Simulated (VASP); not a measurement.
WC: single point with PBE

Crystal: WC.

```xyz
24
Lattice="-3.2352 -5.2033 -3.2957 -2.7800 4.7506 -2.9582 5.8218 0.1678 -2.9286" Properties=species:S:1:pos:R:3 pbc="T T T"
C    -0.4553   -0.4961   -2.7183
C    -1.8866    2.0468   -5.4683
C    -3.6431   -0.5245   -2.6048
C     2.6559    0.0242   -2.6649
C     1.4045    2.2293   -2.5303
C    -1.9117   -2.9360   -2.8519
C     0.1022   -1.5898   -1.8826
C     0.4584    3.5337   -4.9216
C     1.7262    0.9593   -1.8047
C     1.6438    0.8168   -8.0252
C    -2.6700   -1.8359   -5.3202
C    -1.2301    1.1640   -7.8679
W    -0.9821    2.6536   -3.4048
W     1.9473    2.4108   -6.3833
W    -2.6558   -0.0640   -6.7611
W     1.9170   -2.2090   -6.6155
W     3.4151    5.1381   -6.1233
W     0.1740    0.1178   -6.4901
W    -2.0742    0.1414   -4.2201
W     3.7931    0.6308   -4.4076
W     2.3129   -1.8235   -3.9601
W     0.9211    0.5690   -3.9468
W     2.6042    3.0824   -4.0223
W    -0.4059   -2.1079   -4.2932
```

The cell was built by a generator and needn't be a form met in nature.

The cell isn't the ideal one: 6 C and 6 W atoms exchanged at random in the cell repeated 12 times.

```json
{"Program": "VASP 6.6.1", "Task": "single point", "Functional": "PBE", "Potentials or basis": "VASP PAW PBE potentials, release 64 (C, W_sv)", "Cutoff": "520 eV", "k mesh": "2 × 2 × 2, shifted", "Occupations": "gaussian, width 0.1 eV", "Spin": "no spin polarisation", "Dipole correction": "no", "Further INCAR settings": "LREAL = Auto; ALGO = Fast; EDIFF = 1e-06; NBANDS = 126; ISYM = 0"}
```

- Pressure: 0.6 GPa
- Largest force: 0.056 eV/Å
- Band gap on the k mesh: 0.16 eV, indirect (least direct gap 0.26 eV)

Forces on the atoms (eV/Å):
```
C    0.004  0.023  0.010
C    0.016 -0.026 -0.007
C    0.002  0.021 -0.015
C    0.015  0.030 -0.001
C   -0.005 -0.004 -0.011
C   -0.001  0.048 -0.029
C   -0.018  0.014  0.000
C    0.005 -0.018  0.010
C   -0.020  0.000  0.003
C    0.028 -0.032  0.025
C   -0.021  0.008  0.000
C   -0.014  0.007 -0.009
W   -0.009 -0.012  0.028
W    0.032 -0.021  0.028
W    0.012 -0.005  0.032
W   -0.005 -0.036 -0.015
W   -0.016 -0.027  0.007
W   -0.022  0.022  0.028
W    0.016  0.007 -0.010
W    0.028  0.019 -0.004
W   -0.020 -0.010 -0.019
W   -0.034  0.017 -0.018
W    0.008 -0.039  0.000
W    0.020  0.014 -0.031
```

Stress tensor (GPa, compression positive):
```
 0.58 -0.09  0.09
-0.09  0.65  0.01
 0.09  0.01  0.66
```

Levels at points of the mesh, in eV from the valence-band top:
```csv
k point,band 106,band 107,band 108,band 109,band 110,band 111
"(0.25, 0.25, 0.25)",-0.55,-0.38,-0.18,0.29,0.38,0.58
```

Run time: 6.4 min on 1 thread of Intel(R) Xeon(R) Platinum 8259CL CPU @ 2.50GHz (Skylake/Cascade Lake), on a shared host, peak memory 0.4 GiB.

Caveat: spin-orbit coupling is left out, which moves the levels of the heavy elements. A k mesh can miss the band edges.
